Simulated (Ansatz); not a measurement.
# Ge: the cost of one run

Method: reference: DFT, HSE06, plane waves, PAW, in Ansatz 0.2.0.

### Step 1. The structure to begin with

The structure is hexagonal, space group P6_3/mmc (No. 194). The conventional cell has a = 3.998 Å, b = 3.998 Å, c = 6.593 Å, α = 90.00°, β = 90.00°, γ = 120.00°. Ge (site symmetry 3m) is surrounded by 4 Ge at 2.45 to 2.47 Å.

Structure file:

```cif
data_structure
_symmetry_space_group_name_H-M 'P 1'
_symmetry_Int_Tables_number 1
_cell_length_a 3.9976
_cell_length_b 3.9976
_cell_length_c 6.5928
_cell_angle_alpha 90.000
_cell_angle_beta 90.000
_cell_angle_gamma 120.000
_cell_volume 91.24
loop_
_atom_site_label
_atom_site_type_symbol
_atom_site_fract_x
_atom_site_fract_y
_atom_site_fract_z
_atom_site_occupancy
Ge1 Ge 0.33333 0.66667 0.00037 1
Ge2 Ge 0.66667 0.33333 0.50037 1
Ge3 Ge 0.33333 0.66667 0.37463 1
Ge4 Ge 0.66667 0.33333 0.87463 1
```

### Step 2. The reference run

Input file input.yaml:

```yaml
crystal:
  lattice:
    - [3.9976152109, 0.0, 0.0]
    - [-1.9988076054, 3.4620363272, 0.0]
    - [0.0, 0.0, 6.5928195187]
  atoms:
    - { symbol: Ge, position: [0.3333333333, 0.6666666667, 0.000369599] }
    - { symbol: Ge, position: [0.6666666667, 0.3333333333, 0.500369599] }
    - { symbol: Ge, position: [0.3333333333, 0.6666666667, 0.374630401] }
    - { symbol: Ge, position: [0.6666666667, 0.3333333333, 0.874630401] }
kpoints:
  mp_grid: { grid: [6, 6, 2] }
hamiltonian:
  xc: hse06
scf:
  occupations: { method: fermi_dirac, width: 0.02 }
  n_extra_bands: 5
output:
  forces: true
  stress: true
  eigenvalues: true
  write_density: true
  write_potential: true
  elf: true
  volumetric_format: npy
```

Run with:

```console
ansatz run input.yaml --threads 4 --pin off --max-ram 3686MiB --backend cpu --events-out ev --progress --plain --runs-dir out
```

What time and memory should one allow on 4 threads of Arm Neoverse N1, shared host?

About 32 s, with a peak of 1.3 GiB.
